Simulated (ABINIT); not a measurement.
# BAs (F-43m) in ABINIT: further runs

The runs below take BAs through relaxation of cell and atoms, single point, with PBEsol.

All numbers are computed with ABINIT 10.8.3 (patched build); they aren't measurements. Logs are shortened: lines on timing, memory, paths and dates and some standing lists are left out, and cuts for length are marked. The log counts tension as positive stress, the text compression.

## 1. The crystal as given

It takes space group F-43m (No. 216, cubic). Conventional cell: a = 4.777 Å, b = 4.777 Å, c = 4.777 Å, α = 90.00°, β = 90.00°, γ = 90.00°. As (site symmetry -43m) has 4 B at 2.07 Å as nearest neighbours. B (site symmetry -43m) is surrounded by 4 As at 2.07 Å.

## 2. Relaxation of cell and atoms, PBEsol

run.abi

```
# Pseudopotentials
pp_dirpath "./"
pseudos "As.GGA_PBE-ansatz.xml, B.GGA_PBE-ansatz.xml"

# Structure
acell 3.3778490937 3.3778490937 3.3778490937 Angstrom
rprim
     0.0000000000     0.7071067812     0.7071067812
     0.7071067812     0.0000000000     0.7071067812
     0.7071067812     0.7071067812     0.0000000000
ntypat 2
znucl 33 5
natom 2
typat 1 2
chkprim 0
chksymtnons 0
tolsym 1.0e-6
xred
            3/4            3/4            3/4
            0.0            0.0            0.0

# Plane-wave basis
ecut 15.4
pawecutdg 30.8
pawovlp -1
ecutsm 0.5

# k points
kptopt 1
ngkpt 8 8 8
nshiftk 1
shiftk 0.0 0.0 0.0

# Exchange and correlation
ixc -116133

# Bands and occupations
nband 13
occopt 3
tsmear 0.05 eV

# SCF cycle
nstep 80
tolvrs 1.0e-10

# Output
iomode 3
prteig 0
prtebands 0
prtwf 0
prtden 0

# Relaxation
ionmov 2
optcell 2
ntime 50
tolmxf 2.0e-5
dilatmx 1.08
```

Potentials or basis: Ansatz PAW PBE default generated set, frozen core.

Run with:

```sh
$ mpirun --bind-to none -np 4 abinit run.abi > log 2>&1
```

run.abo:

```text
[... set-up lines left out ...]
 ETOT  1  -116.17438223917    -1.162E+02 2.210E+01 4.567E+00
 ETOT  2  -116.69693663697    -5.226E-01 2.671E-01 8.282E-01
 ETOT  3  -116.69454072593     2.396E-03 1.078E-01 1.535E-01
 ETOT  4  -116.69427128467     2.694E-04 2.135E-02 8.814E-03
 ETOT  5  -116.69417196397     9.932E-05 4.653E-03 1.488E-03
 ETOT  6  -116.69417770826    -5.744E-06 1.126E-02 1.396E-04
 ETOT  7  -116.69417617443     1.534E-06 8.102E-04 1.137E-05
 ETOT  8  -116.69417616892     5.512E-09 3.192E-03 3.565E-07
 ETOT  9  -116.69417616643     2.495E-09 1.935E-04 2.295E-08
 ETOT 10  -116.69417616650    -7.427E-11 7.606E-04 1.851E-09
 ETOT 11  -116.69417616650     2.046E-12 4.503E-05 1.093E-10
 ETOT 12  -116.69417616650     2.842E-13 1.758E-04 1.085E-11
[... 55 lines left out ...]
  0.00000000000000E+00  0.00000000000000E+00  0.00000000000000E+00
 Scale of Primitive Cell (acell) [bohr]
  6.38320968173881E+00  6.38320968173881E+00  6.38320968173881E+00
 Real space primitive translations (rprimd) [bohr]
  0.00000000000000E+00  4.51361085177901E+00  4.51361085177901E+00
  4.51361085177901E+00  0.00000000000000E+00  4.51361085177901E+00
  4.51361085177901E+00  4.51361085177901E+00  0.00000000000000E+00
 Unitary Cell Volume (ucvol) [Bohr^3]=  1.83908725426840E+02
 Angles (23,13,12)= [degrees]
  6.00000000000000E+01  6.00000000000000E+01  6.00000000000000E+01
 Lengths [Bohr]
  6.38320968186025E+00  6.38320968186025E+00  6.38320968186025E+00
 Stress tensor in cartesian coordinates (strten) [Ha/bohr^3]
  2.46177300673479E-05  0.00000000000000E+00  0.00000000000000E+00
  0.00000000000000E+00  2.46177300673445E-05  0.00000000000000E+00
  0.00000000000000E+00  0.00000000000000E+00  2.46177300673514E-05
 Total energy (etotal) [Ha]= -1.16694176166498E+02

--- Iteration: ( 2/50) Internal Cycle: (1/1)
--------------------------------------------------------------------------------

---SELF-CONSISTENT-FIELD CONVERGENCE--------------------------------------------

--- !BeginCycle
iteration_state: {dtset: 1, itime: 2, icycle: 1, }
solver: {iscf: 17, nstep: 80, nline: 4, wfoptalg: 10, }
tolerances: {tolvrs: 1.00E-10, }
...

     iter   Etot(hartree)      deltaE(h)  residm     nres2
 ETOT  1  -116.69428849309    -1.167E+02 5.324E-05 1.833E-02
 ETOT  2  -116.69419728767     9.121E-05 2.548E-06 1.093E-03
 ETOT  3  -116.69418625741     1.103E-05 4.463E-06 3.214E-04
 ETOT  4  -116.69418478099     1.476E-06 3.924E-06 3.562E-05
 ETOT  5  -116.69418405229     7.287E-07 4.229E-07 1.278E-06
 ETOT  6  -116.69418407355    -2.126E-08 7.162E-08 2.773E-07
 ETOT  7  -116.69418407453    -9.773E-10 1.409E-07 1.063E-07
 ETOT  8  -116.69418407343     1.096E-09 1.271E-08 1.002E-09
 ETOT  9  -116.69418407345    -2.188E-11 4.203E-08 4.390E-11

 At SCF step    9       nres2   =  4.39E-11 < tolvrs=  1.00E-10 =>converged.
[... 53 lines left out ...]
  0.00000000000000E+00  0.00000000000000E+00  0.00000000000000E+00
 Scale of Primitive Cell (acell) [bohr]
  6.37849547787291E+00  6.37849547787291E+00  6.37849547787291E+00
 Real space primitive translations (rprimd) [bohr]
  0.00000000000000E+00  4.51027740617167E+00  4.51027740617167E+00
  4.51027740617167E+00  0.00000000000000E+00  4.51027740617167E+00
  4.51027740617167E+00  4.51027740617167E+00  0.00000000000000E+00
 Unitary Cell Volume (ucvol) [Bohr^3]=  1.83501558898057E+02
 Angles (23,13,12)= [degrees]
  6.00000000000000E+01  6.00000000000000E+01  6.00000000000000E+01
 Lengths [Bohr]
  6.37849547787291E+00  6.37849547787291E+00  6.37849547787291E+00
 Stress tensor in cartesian coordinates (strten) [Ha/bohr^3]
  1.41977694747795E-05  0.00000000000000E+00  0.00000000000000E+00
  0.00000000000000E+00  1.41977694747795E-05  0.00000000000000E+00
  0.00000000000000E+00  0.00000000000000E+00  1.41977694747691E-05
 Total energy (etotal) [Ha]= -1.16694184073454E+02

 Difference of energy with previous step (new-old):
           Absolute (Ha)=-7.90696E-06
           Relative     =-6.77579E-08

--- Iteration: ( 3/50) Internal Cycle: (1/1)
--------------------------------------------------------------------------------

---SELF-CONSISTENT-FIELD CONVERGENCE--------------------------------------------

--- !BeginCycle
iteration_state: {dtset: 1, itime: 3, icycle: 1, }
solver: {iscf: 17, nstep: 80, nline: 4, wfoptalg: 10, }
tolerances: {tolvrs: 1.00E-10, }
...

     iter   Etot(hartree)      deltaE(h)  residm     nres2
 ETOT  1  -116.69437941855    -1.167E+02 6.603E-05 3.377E-02
 ETOT  2  -116.69421220729     1.672E-04 2.345E-06 2.010E-03
 ETOT  3  -116.69419196617     2.024E-05 3.770E-06 5.912E-04
 ETOT  4  -116.69418926517     2.701E-06 7.263E-06 6.591E-05
 ETOT  5  -116.69418792016     1.345E-06 7.864E-07 2.341E-06
 ETOT  6  -116.69418795897    -3.882E-08 1.425E-07 5.099E-07
 ETOT  7  -116.69418796076    -1.790E-09 1.865E-08 1.971E-07
 ETOT  8  -116.69418795874     2.025E-09 3.659E-08 1.888E-09
 ETOT  9  -116.69418795878    -4.054E-11 6.145E-10 8.147E-11

 At SCF step    9       nres2   =  8.15E-11 < tolvrs=  1.00E-10 =>converged.
[... 53 lines left out ...]
 -5.25907270147341E-31 -5.25907270147341E-31  5.25907270147341E-31
 Scale of Primitive Cell (acell) [bohr]
  6.37210561262951E+00  6.37210561262951E+00  6.37210561262951E+00
 Real space primitive translations (rprimd) [bohr]
  0.00000000000000E+00  4.50575908912718E+00  4.50575908912718E+00
  4.50575908912719E+00  0.00000000000000E+00  4.50575908912719E+00
  4.50575908912719E+00  4.50575908912719E+00  0.00000000000000E+00
 Unitary Cell Volume (ucvol) [Bohr^3]=  1.82950625222882E+02
 Angles (23,13,12)= [degrees]
  6.00000000000000E+01  6.00000000000000E+01  6.00000000000000E+01
 Lengths [Bohr]
  6.37210561262951E+00  6.37210561262951E+00  6.37210561262951E+00
 Stress tensor in cartesian coordinates (strten) [Ha/bohr^3]
 -1.02565153085876E-07  0.00000000000000E+00  0.00000000000000E+00
  0.00000000000000E+00 -1.02565153058121E-07  0.00000000000000E+00
  0.00000000000000E+00  0.00000000000000E+00 -1.02565153058121E-07
 Total energy (etotal) [Ha]= -1.16694187958780E+02

 Difference of energy with previous step (new-old):
           Absolute (Ha)=-3.88533E-06
           Relative     =-3.32949E-08

 At Broyd/MD step   3, gradients are converged :
  max grad (force/stress) = 1.0257E-05 < tolmxf= 2.0000E-05 ha/bohr (free atoms)

================================================================================

 ----iterations are completed or convergence reached----

 Mean square residual over all n,k,spin=   14.212E-12; max=  61.452E-11
 reduced coordinates (array xred) for    2 atoms
       0.750000000000      0.750000000000      0.750000000000
       0.000000000000      0.000000000000      0.000000000000
 rms dE/dt=  7.4375E-31; max dE/dt=  1.0518E-30; dE/dt below (all hartree)
    1       0.000000000000      0.000000000000     -0.000000000000
    2       0.000000000000      0.000000000000      0.000000000000

 cartesian coordinates (angstrom) at end:
    1      3.57651753925140     3.57651753925140     3.57651753925140
    2      0.00000000000000     0.00000000000000     0.00000000000000

 cartesian forces (hartree/bohr) at end:
    1      0.00000000000000     0.00000000000000    -0.00000000000000
    2     -0.00000000000000    -0.00000000000000     0.00000000000000
 frms,max,avg= 1.1174984E-31 1.7507836E-31   0.000E+00  0.000E+00  0.000E+00 h/b

 cartesian forces (eV/Angstrom) at end:
    1      0.00000000000000     0.00000000000000    -0.00000000000000
    2     -0.00000000000000    -0.00000000000000     0.00000000000000
 frms,max,avg= 5.7464080E-30 9.0028912E-30   0.000E+00  0.000E+00  0.000E+00 e/A
 length scales=  6.372105612630  6.372105612630  6.372105612630 bohr
              =  3.371973073383  3.371973073383  3.371973073383 angstroms
 Fermi (or HOMO) energy (hartree) =   0.17501   Average Vxc (hartree)=  -0.39660
 Eigenvalues (hartree) for nkpt=  29  k points:
 kpt#   1, nband= 13, wtk=  0.00195, kpt=  0.0000  0.0000  0.0000 (reduced coord)
  -1.15899   -1.15899   -1.15899   -1.15813   -1.15813   -0.41363    0.15552    0.15552
   0.15552    0.27494    0.27494    0.27494    0.32946
      occupation numbers for kpt#   1
   2.00000    2.00000    2.00000    2.00000    2.00000    2.00000    1.99995    1.99995
   1.99995    0.00000    0.00000    0.00000    0.00000
 prteigrs : prtvol=0 or 1, do not print more k-points.

--- !EnergyTerms
iteration_state     : {dtset: 1, itime: 3, icycle: 1, }
comment             : Components of total free energy in Hartree
kinetic             :  5.58969387271824E+00
hartree             :  3.44722749278480E+01
xc                  : -4.07223685376711E+00
Ewald energy        : -6.35315792519968E+01
psp_core            :  4.55829165617329E+00
local_psp           : -6.66186875687954E+01
PAW spherical_terms : -2.70919450750187E+01
internal            : -1.16694188292839E+02
'-kT*entropy'       : -1.27591038160806E-08
total_energy        : -1.16694188305598E+02
total_energy_eV     : -3.17541063064486E+03
...

--- !EnergyTermsDC
iteration_state     : {dtset: 1, itime: 3, icycle: 1, }
comment             : '"Double-counting" decomposition of free energy'
band_energy         : -1.22861396237407E+01
Ewald energy        : -6.35315792519968E+01
psp_core            :  4.55829165617329E+00
xc_dc               : -3.42212434823869E+01
PAW spherical_terms : -1.12135172440695E+01
internal            : -1.16694187946021E+02
'-kT*entropy'       : -1.27591038160806E-08
total_energy_dc     : -1.16694187958780E+02
total_energy_dc_eV  : -3.17541062120746E+03
...

--- !EnergyTermsWithPAWCore
iteration_state     : {dtset: 1, itime: 3, icycle: 1, }
comment             : 'Components of total free energy, including PAW core contributions'
Total energy        : -2.25646398639022E+03
Total energy DC     : -2.25646398604340E+03
Total energy (eV)   : -6.14015130838104E+04
Total energy DC (eV): -6.14015130743730E+04
...

 Cartesian components of stress tensor (hartree/bohr^3)
  sigma(1 1)= -1.02565153E-07  sigma(3 2)=  0.00000000E+00
  sigma(2 2)= -1.02565153E-07  sigma(3 1)=  0.00000000E+00
  sigma(3 3)= -1.02565153E-07  sigma(2 1)=  0.00000000E+00

-Cartesian components of stress tensor (GPa)         [Pressure=  3.0176E-03 GPa]
- sigma(1 1)= -3.01757098E-03  sigma(3 2)=  0.00000000E+00
- sigma(2 2)= -3.01757098E-03  sigma(3 1)=  0.00000000E+00
- sigma(3 3)= -3.01757098E-03  sigma(2 1)=  0.00000000E+00

== END DATASET(S) ==============================================================
================================================================================

 -outvars: echo values of variables after computation  --------
            acell      6.3721056126E+00  6.3721056126E+00  6.3721056126E+00 Bohr
           etotal     -1.1669418796E+02
            fcart      5.8359452841E-32  5.8359452841E-32 -1.7507835852E-31
                      -5.8359452841E-32 -5.8359452841E-32  1.7507835852E-31
            rprim      0.0000000000E+00  7.0710678119E-01  7.0710678119E-01
                       7.0710678119E-01  0.0000000000E+00  7.0710678119E-01
                       7.0710678119E-01  7.0710678119E-01  0.0000000000E+00
           strten     -1.0256515309E-07 -1.0256515306E-07 -1.0256515306E-07
                       0.0000000000E+00  0.0000000000E+00  0.0000000000E+00
           xangst      3.5765175393E+00  3.5765175393E+00  3.5765175393E+00
                       0.0000000000E+00  0.0000000000E+00  0.0000000000E+00
             xred      7.5000000000E-01  7.5000000000E-01  7.5000000000E-01
                       0.0000000000E+00  0.0000000000E+00  0.0000000000E+00
 Calculation completed.
```

Run time: 44 s. Hardware: 4 MPI ranks of Arm Neoverse V2, shared host; peak memory 0.76 GiB.

Results:

```
Free energy                            : -3175.4106 eV
Relaxed volume                         : 13.56 Å³/atom
Relaxed cell                           : a = 3.372 Å, b = 3.372 Å, c = 3.372 Å, α = 60.00°, β = 60.00°, γ = 60.00°
Space group after relaxing (to 0.05 Å) : F-43m (No. 216)
Energy gained by relaxing              : 0.2 meV/atom
Ionic steps                            : 3
Pressure after relaxing                : 0.0 GPa
Band gap on the k mesh                 : 1.10 eV, indirect (least direct gap 3.25 eV)
```

Step by step:
```csv
step,energy change (eV),largest force (eV/Å),pressure (GPa),volume (Å³)
1,0.0000,0.0000,-0.72,27.25
2,-0.0002,0.0000,-0.42,27.19
3,-0.0003,0.0000,0.00,27.11
```

Final structure:
```xyz
2
Lattice="0.0000 2.3843 2.3843 2.3843 0.0000 2.3843 2.3843 2.3843 0.0000" Properties=species:S:1:pos:R:3 pbc="T T T"
As    3.5765    3.5765    3.5765
B     0.0000    0.0000    0.0000
```

Caveat: the atomic spheres overlap; the PAW data sets were made with another functional, which shifts forces and pressure a little.

## 3. Single point, PBEsol (cell relaxed)

run.abi

```
# Pseudopotentials
pp_dirpath "./"
pseudos "As.GGA_PBE-ansatz.xml, B.GGA_PBE-ansatz.xml"

# Structure
acell 3*1.0 Angstrom
rprim
     0.0000000000     2.3843450300     2.3843450300
     2.3843450300     0.0000000000     2.3843450300
     2.3843450300     2.3843450300     0.0000000000
ntypat 2
znucl 33 5
natom 2
typat 1 2
xred
     0.7500000000     0.7500000000     0.7500000000
     0.0000000000     0.0000000000     0.0000000000
chkprim 0
chksymtnons 0
tolsym 1.0e-6

# Plane-wave basis
ecut 15.4
pawecutdg 30.8
pawovlp 30

# k points
kptopt 1
ngkpt 8 8 8
nshiftk 1
shiftk 0.0 0.0 0.0

# Exchange and correlation
ixc -116133

# Bands and occupations
nband 13
occopt 3
tsmear 0.05 eV

# SCF cycle
nstep 100
tolvrs 1.0e-9

# Output
iomode 3
prtwf 0
prtden 0
prteig 0
prtebands 0
enunit 2
```

Potentials or basis: Ansatz PAW PBE default generated set, frozen core.

Run with:

```sh
$ mpirun --bind-to none -np 4 abinit run.abi > log 2>&1
```

Run time: 19 s. Hardware: 4 MPI ranks of Arm Neoverse V2, shared host; peak memory 0.68 GiB.

Results (log left out):

```yaml
Free_energy: -3175.4110 eV
Pressure: -0.1 GPa
Band_gap_on_the_k_mesh: 1.10 eV, indirect (least direct gap 3.25 eV)
```

Levels at points of the mesh, in eV from the valence-band top:
| k point | band 5 | band 6 | band 7 | band 8 | band 9 | band 10 | band 11 | band 12 | band 13 |
| --- | --- | --- | --- | --- | --- | --- | --- | --- | --- |
| (0.00, 0.00, 0.00) | -35.75 | -15.49 | 0.00 | 0.00 | 0.00 | 3.25 | 3.25 | 3.25 | 4.73 |
| (0.50, 0.00, 0.00) | -35.74 | -12.59 | -8.86 | -1.84 | -1.84 | 2.68 | 4.74 | 4.74 | 8.74 |
| (0.50, 0.50, 0.00) | -35.74 | -11.27 | -8.55 | -4.12 | -4.12 | 1.31 | 1.34 | 11.42 | 11.42 |

Caveat: the atomic spheres overlap; the PAW data sets were made with another functional, which shifts forces and pressure a little.

(Continued in part 2 of 2.)
